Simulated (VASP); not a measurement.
GaSb (rocksalt): a r²SCAN single-point calculation in VASP

INCAR

```
SIGMA = 0.02
PREC = Accurate
NBANDS = 16
ENCUT = 520
ISMEAR = -1
LASPH = .TRUE.
LREAL = .FALSE.
ISIF = 2
NELM = 120
IBRION = -1
LWAVE = .FALSE.
EDIFF = 1E-7
ALGO = Normal
LCHARG = .FALSE.
METAGGA = R2SCAN
NSW = 0
```

KPOINTS

```
KPOINTS created by Atomic Simulation Environment
0
Gamma
8 8 8
0 0 0
```

KPOINTS_OPT

```
special points
7
Reciprocal
0.0000000000 0.0000000000 0.0000000000 1
0.5000000000 0.0000000000 0.5000000000 1
0.5000000000 0.2500000000 0.7500000000 1
0.3750000000 0.3750000000 0.7500000000 1
0.5000000000 0.5000000000 0.5000000000 1
0.6250000000 0.2500000000 0.6250000000 1
0.1875000000 0.1875000000 0.3750000000 1
```

POSCAR

```
Ga Sb
 1.0000000000000000
     0.0000000000000000    2.8731179418333888    2.8731179418333888
     2.8731179418333888   -0.0000000000000000    2.8731179418333888
     2.8731179418333888    2.8731179418333888   -0.0000000000000000
 Ga  Sb
   1   1
Cartesian
 -0.0000000000000000 -0.0000000000000000 -0.0000000000000000
  2.8731179418333888  2.8731179418333888  2.8731179418333888
```

VASP ran with the recommended PBE PAW datasets (18 valence electrons in the cell).

Command

```
mpirun -np 1 vasp_std
```

From OUTCAR

```
k-points           NKPTS =     29   k-points in BZ     NKDIM =     29   number of bands    NBANDS=     16

   NELECT =      18.0000    total number of electrons

   dimension x,y,z NGX =    30 NGY =   30 NGZ =   30
   dimension x,y,z NGXF=    60 NGYF=   60 NGZF=   60

  energy-cutoff  :      520.00
  volume of cell :       47.43
      direct lattice vectors                 reciprocal lattice vectors
     0.000000000  2.873117942  2.873117942    -0.174026967  0.174026967  0.174026967
     2.873117942  0.000000000  2.873117942     0.174026967 -0.174026967  0.174026967
     2.873117942  2.873117942  0.000000000     0.174026967  0.174026967 -0.174026967

 k-points in reciprocal lattice and weights: KPOINTS created by Atomic Simulation Env
   0.00000000  0.00000000  0.00000000       0.002
   0.12500000  0.00000000  0.00000000       0.016
   0.25000000  0.00000000  0.00000000       0.016
   0.37500000  0.00000000  0.00000000       0.016
   0.50000000  0.00000000  0.00000000       0.008
   0.12500000  0.12500000  0.00000000       0.012
   0.25000000  0.12500000  0.00000000       0.047
   0.37500000  0.12500000  0.00000000       0.047
   ...

 E-fermi :   6.3531

 k-point     1 :       0.0000    0.0000    0.0000
  band No.  band energies     occupation
      1      -8.8582      2.00000
      2      -8.8582      2.00000
      3      -8.8312      2.00000
      4      -8.8312      2.00000
      5      -8.8311      2.00000
      6      -6.0077      2.00000
      7       6.5652      0.00005
      8       6.5653      0.00005
      9       6.5653      0.00005
     10       6.8058      0.00000
     11      13.1158      0.00000
     12      13.1159      0.00000
     13      13.1159      0.00000
     14      13.1987      0.00000
     15      13.1987      0.00000
     16      13.1987      0.00000

 k-point     2 :       0.1250    0.0000    0.0000
  band No.  band energies     occupation
      1      -8.8612      2.00000
      2      -8.8612      2.00000
      3      -8.8314      2.00000
      4      -8.8292      2.00000
      5      -8.8292      2.00000
      6      -5.7967      2.00000
      7       4.3414      2.00000
      8       6.5637      0.00005
      9       6.5638      0.00005
     10       8.4542      0.00000
     11      12.0110      0.00000
     12      12.0111      0.00000
     13      12.4183      0.00000
     14      13.2297      0.00000
     15      13.6347      0.00000
     16      13.6347      0.00000

 k-point     3 :       0.2500    0.0000    0.0000
  band No.  band energies     occupation
      1      -8.8691      2.00000
      2      -8.8691      2.00000
      3      -8.8325      2.00000
      4      -8.8237      2.00000
      5      -8.8237      2.00000
      6      -5.1746      2.00000
      7       1.9555      2.00000
      8       6.6170      0.00000
      9       6.6171      0.00000
     10       9.1612      0.00000
     11      10.4648      0.00000
     12      10.4649      0.00000
     13      11.3330      0.00000
     14      14.2627      0.00000
     15      14.8359      0.00000
     16      14.8359      0.00000

 k-point     4 :       0.3750    0.0000    0.0000
  band No.  band energies     occupation
      1      -8.8775      2.00000
      2      -8.8775      2.00000
      3      -8.8340      2.00000
      4      -8.8177      2.00000
      5      -8.8177      2.00000
      6      -4.2095      2.00000
      7      -0.1447      2.00000
      8       6.7933      0.00000
      9       6.7933      0.00000
     10       9.2701      0.00000
     11       9.2702      0.00000
     12       9.3708      0.00000
     13      10.3766      0.00000
     14      16.3651      0.00000
     15      16.6587      0.00000
     16      16.6587      0.00000

 k-point     5 :       0.5000    0.0000    0.0000
  band No.  band energies     occupation
      1      -8.8810      2.00000
      2      -8.8810      2.00000
      3      -8.8347      2.00000
      4      -8.8152      2.00000
      5      -8.8151      2.00000
      6      -3.4500      2.00000
      7      -1.2933      2.00000
      8       6.9423      0.00000
      9       6.9424      0.00000
     10       8.7660      0.00000
     11       8.7661      0.00000
     12       9.6461      0.00000
     13       9.7922      0.00000
     14      18.7273      0.00000
     15      18.7486      0.00000
     16      18.7487      0.00000

 k-point     6 :       0.1250    0.1250    0.0000
  band No.  band energies     occupation
      1      -8.8683      2.00000
      2      -8.8566      2.00000
      3      -8.8329      2.00000
      4      -8.8279      2.00000
      5      -8.8279      2.00000
      6      -5.7252      2.00000
      7       4.5352      2.00000
      8       5.9905      2.00000
      9       5.9906      2.00000
     10       9.2206      0.00000
     11      10.4282      0.00000
     12      12.1346      0.00000
     13      13.3322      0.00000
     14      13.3323      0.00000
     15      14.3680      0.00000
     16      14.3680      0.00000

 k-point     7 :       0.2500    0.1250    0.0000
  band No.  band energies     occupation
      1      -8.8797      2.00000
      2      -8.8590      2.00000
      3      -8.8337      2.00000
      4      -8.8243      2.00000
      5      -8.8228      2.00000
      6      -5.2371      2.00000
      7       2.7459      2.00000
      8       5.6411      2.00000
      9       6.0832      2.00000
     10       8.2675      0.00000
     11      10.8419      0.00000
     12      12.0962      0.00000
     13      12.5196      0.00000
     14      12.9646      0.00000
     15      15.5362      0.00000
     16      15.6255      0.00000

 k-point     8 :       0.3750    0.1250    0.0000
  band No.  band energies     occupation
      1      -8.8889      2.00000
      2      -8.8674      2.00000
      3      -8.8332      2.00000
      4      -8.8206      2.00000
      5      -8.8166      2.00000
      6      -4.3752      2.00000
      7       0.6413      2.00000
      8       5.6276      2.00000
      9       6.0558      2.00000
     10       7.3319      0.00000
     11      11.1867      0.00000
     12      11.1888      0.00000
     13      12.0274      0.00000
     14      13.4811      0.00000
     15      17.3631      0.00000
     16      17.4107      0.00000

 k-point     9 :       0.5000    0.1250    0.0000
  band No.  band energies     occupation
      1      -8.8909      2.00000
      2      -8.8758      2.00000
      3      -8.8325      2.00000
      4      -8.8179      2.00000
      5      -8.8139      2.00000
      6      -3.4093      2.00000
      7      -0.9398      2.00000
      8       5.4088      2.00000
      9       5.9879      2.00000
     10       7.4950      0.00000
     11      10.0918      0.00000
     12      11.0249      0.00000
     13      11.8642      0.00000
     14      15.5620      0.00000
     15      18.6249      0.00000
     16      18.6783      0.00000

 k-point    10 :      -0.3750    0.1250    0.0000
  band No.  band energies     occupation
      1      -8.8845      2.00000
      2      -8.8793      2.00000
      3      -8.8319      2.00000
      4      -8.8177      2.00000
      5      -8.8163      2.00000
      6      -3.6916      2.00000
      7      -0.5487      2.00000
      8       4.8996      2.00000
      9       6.6715      0.00000
     10       8.1944      0.00000
     11       9.3386      0.00000
     12      10.6018      0.00000
     13      12.4678      0.00000
     14      16.0219      0.00000
     15      16.3852      0.00000
     16      18.2018      0.00000

 k-point    11 :      -0.2500    0.1250    0.0000
  band No.  band energies     occupation
      1      -8.8763      2.00000
      2      -8.8730      2.00000
      3      -8.8316      2.00000
      4      -8.8219      2.00000
      5      -8.8207      2.00000
      6      -4.7002      2.00000
      7       1.2433      2.00000
      8       4.8216      2.00000
      9       7.3063      0.00000
     10       9.2077      0.00000
     11       9.2351      0.00000
     12      10.3168      0.00000
     13      13.1946      0.00000
     14      14.0805      0.00000
     15      14.6490      0.00000
     16      17.7895      0.00000

 k-point    12 :      -0.1250    0.1250    0.0000
  band No.  band energies     occupation
      1      -8.8690      2.00000
      2      -8.8632      2.00000
      3      -8.8318      2.00000
      4      -8.8271      2.00000
      5      -8.8253      2.00000
      6      -5.4471      2.00000
      7       3.1351      2.00000
      8       5.3864      2.00000
      9       7.1461      0.00000
     10       9.4956      0.00000
     11      10.2771      0.00000
     12      10.7623      0.00000
     13      12.8232      0.00000
     14      13.7041      0.00000
     15      13.7915      0.00000
     16      15.5674      0.00000

 ...

  Total        0.0049861      0.0049861      0.0049861     -0.0000000      0.0000000     -0.0000000
  in kB        0.1684141      0.1684141      0.1684141     -0.0000000      0.0000000     -0.0000000
  external PRESSURE =       0.1684141 kB  Pullay stress =       0.0000000 kB

 POSITION                                       TOTAL-FORCE (eV/Angst)
 -----------------------------------------------------------------------------------
      0.00000      0.00000      0.00000         0.000000     -0.000000      0.000000
      2.87312      2.87312      2.87312        -0.000000      0.000000     -0.000000
 -----------------------------------------------------------------------------------
    total drift:                               -0.000000      0.000000      0.000000

  FREE ENERGIE OF THE ION-ELECTRON SYSTEM (eV)
  ---------------------------------------------------
  free  energy   TOTEN  =       -37.0443241874 eV

  energy  without entropy=      -37.0433969821  energy(sigma->0) =      -37.04386058
```

| Quantity | Value |
| --- | --- |
| gap between bands v and c | -3.45 eV (bands overlap: a metal) |
| least direct gap | 0.00 eV |
| pressure | 0.0 GPa |

Band v is the last that the valence electrons fill when counted band by band, and c is the next.

The run took about 66 s on one core of a shared host (Intel Xeon Platinum 8488C) and held 0.18 GiB at most.
